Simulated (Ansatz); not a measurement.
The system is KCl (Sylvite).

```xyz
2
Lattice="0.0000 3.1465 3.1465 3.1465 0.0000 3.1465 3.1465 3.1465 0.0000" Properties=species:S:1:pos:R:3 pbc="T T T"
K     0.0000    0.0000    0.0000
Cl    3.1465    3.1465    3.1465
```

Base run:

```yaml
Program: Ansatz 0.2.0
Functional: HSE06
Potentials_or_basis: all-electron PAW datasets made for the crystal
Cutoff: 250 eV
Density_cutoff: 1000 eV
k_mesh: 6 × 6 × 6
Occupations: fermi-dirac, width 0.05 eV
Spin: no spin polarisation
```

Its results: band gap on the k mesh 6.50 eV, direct.

Task: After a change of settings the same cell gave: band gap on the k mesh 7.24 eV, direct. Which change was it?
A. functional from HSE06 to PBE; cutoff from 250 eV to 220 eV; density cutoff from 1000 eV to 880 eV
B. functional from HSE06 to PBE0
C. functional from HSE06 to PBEsol; cutoff from 250 eV to 220 eV; density cutoff from 1000 eV to 880 eV

Result: B.

Not every run made on this cell is shown here.
